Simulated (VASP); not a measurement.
CdTe:

```
Cd Te
1.0
     0.00000    3.20500    3.20500
     3.20500    0.00000    3.20500
     3.20500    3.20500    0.00000
Cd Te
1 1
Direct
  0.00000 0.00000 0.00000
  0.25000 0.25000 0.25000
```

- Program: VASP 6.6.1
- Task: relaxation of cell and atoms
- Functional: PBE
- Potentials or basis: VASP PAW PBE potentials, release 64 (Cd, Te)
- Cutoff: 600 eV
- k mesh: 8 × 8 × 8
- Occupations: gaussian, width 0.03 eV
- Spin: no spin polarisation

At the start: pressure 4.4 GPa; volume 32.92 Å³/atom.

Question: How do energy, volume and symmetry change on relaxing?

Answer: Over 3 steps the energy falls by 42.0 meV/atom and the volume is 36.30 Å³/atom (+10.3 %); space group F-43m (No. 216, to 0.05 Å).

Step by step:
```
step  energy change (eV)  largest force (eV/Å)  pressure (GPa)  volume (Å³)
   1              0.0000                0.0000            4.35        65.84
   2             -0.0777                0.0000           -0.93        74.74
   3             -0.0840                0.0000            0.02        72.60
```

Final structure:
```yaml
crystal:
  lattice:
    - [0.00000, 3.31114, 3.31114]
    - [3.31114, 0.00000, 3.31114]
    - [3.31114, 3.31114, 0.00000]
  atoms:
    - { symbol: Cd, position: [0.00000, 0.00000, 0.00000] }
    - { symbol: Te, position: [0.25000, 0.25000, 0.25000] }
```

Caveat: the volume moved by +10 % from the deposited cell, more than functionals usually miss.
